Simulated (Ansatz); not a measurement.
# MgTe: the cost of one run

Computed with Ansatz 0.2.0 (DFT PBEsol, scalar-relativistic, plane waves, PAW, unless a step's input says otherwise).

1 further run of the same task is left out (it didn't finish).

## 1. Starting point

It takes space group P6_3mc (No. 186, hexagonal). Conventional cell: a = 4.540 Å, b = 4.540 Å, c = 7.395 Å, α = 90.00°, β = 90.00°, γ = 120.00°. Mg (site symmetry 3m) has 4 Te at 2.74 to 2.79 Å as nearest neighbours. Around Te (site symmetry 3m) lie 4 Mg at 2.74 to 2.79 Å.

Coordinates:

```cif
data_structure
_symmetry_space_group_name_H-M 'P6_3mc'
_symmetry_Int_Tables_number 186
_cell_length_a 4.5400
_cell_length_b 4.5400
_cell_length_c 7.3950
_cell_angle_alpha 90.000
_cell_angle_beta 90.000
_cell_angle_gamma 120.000
_cell_volume 132.00
loop_
_atom_site_label
_atom_site_type_symbol
_atom_site_symmetry_multiplicity
_atom_site_Wyckoff_symbol
_atom_site_fract_x
_atom_site_fract_y
_atom_site_fract_z
_atom_site_occupancy
Mg1 Mg 2 b 0.33333 0.66667 0.00000 1
Te1 Te 2 b 0.33333 0.66667 0.37000 1
```

Source of the structure: the Crystallography Open Database.

(A quick probe on a coarse mesh, which set the mesh and smearing, is not shown.)

## 3. Relaxing cell and atoms

Input file input.yaml:

```yaml
crystal:
  lattice:
    - [4.5400020208, 0.0, 0.0]
    - [-2.2700010104, 3.9317570832, 0.0]
    - [0.0, 0.0, 7.395]
  atoms:
    - { symbol: Mg, position: [0.3333333333, 0.6666666667, 0.0] }
    - { symbol: Mg, position: [0.6666666667, 0.3333333333, 0.5] }
    - { symbol: Te, position: [0.3333333333, 0.6666666667, 0.37] }
    - { symbol: Te, position: [0.6666666667, 0.3333333333, 0.87] }
basis:
  ecutwfc: 420
kpoints:
  mp_grid: { grid: [9, 9, 4] }
hamiltonian:
  xc: pbesol
scf:
  occupations: { method: gaussian, width: 0.02 }
output:
  forces: true
  stress: true
  eigenvalues: true
  write_density: true
  write_potential: true
  elf: true
  volumetric_format: npy
relax:
  adjacent_minimum: "off"
  f_tol: 0.005
  max_steps: 80
  cell: { stress_tol: 0.05 }
```

Launch:

```
ansatz run input.yaml --threads 1 --pin off --max-ram 3072MiB --backend cpu --events-out ev --progress --plain --runs-dir out
```

**Question.** How long does this run take on 1 thread of an Arm CPU, shared host, and how much memory does it need?

About 72 s, with a peak of 0.41 GiB.
